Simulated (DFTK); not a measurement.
# Pd under changes of volume

One of the cells (14.750 Å³/atom); the others are scaled copies at fixed shape and fractional positions:

```
Pd
1.0
     0.00000    1.94650    1.94650
     1.94650    0.00000    1.94650
     1.94650    1.94650    0.00000
Pd
1
Direct
  0.00000 0.00000 0.00000
```

| Item | Value |
| --- | --- |
| Program | DFTK 0.8.2 |
| Functional | PBEsol |
| Potentials or basis | SG15 1.2 (PBE) |
| Cutoff | 1225 eV |
| k mesh | 9 × 9 × 9 |
| Occupations | fermi-dirac, width 0.05 eV |
| Spin | no spin polarisation |

| volume (Å³/atom) | energy over the lowest point (meV/atom) | pressure (GPa) |
| --- | --- | --- |
| 13.865 | 20.49 | 10.9 |
| 14.160 | 5.65 | 5.6 |
| 14.455 | 0.00 | 0.9 |
| 14.750 | ? | ? |
| 15.045 | 11.89 | -6.8 |
| 15.340 | 27.57 | -9.9 |
| 15.635 | 48.67 | -12.7 |

Problem. What does the run at 14.750 Å³/atom give?

Solution. Energy over the lowest point 2.41 meV/atom; pressure -3.2 GPa.

Worked out: A Birch-Murnaghan fit of order 3 (a polynomial in V^(-2/3)) to the other rows has its minimum at 14.51 Å³/atom with B0 = V·E''(V) = 210 GPa and B' = 5.4. It gives 2.41 meV/atom at 14.750 Å³/atom, against the run's 2.41, and -dE/dV = -3.3 GPa, against -3.2.

Energies are extrapolated to zero smearing.

Caveats: the potentials were made for another functional, which shifts forces and pressure.
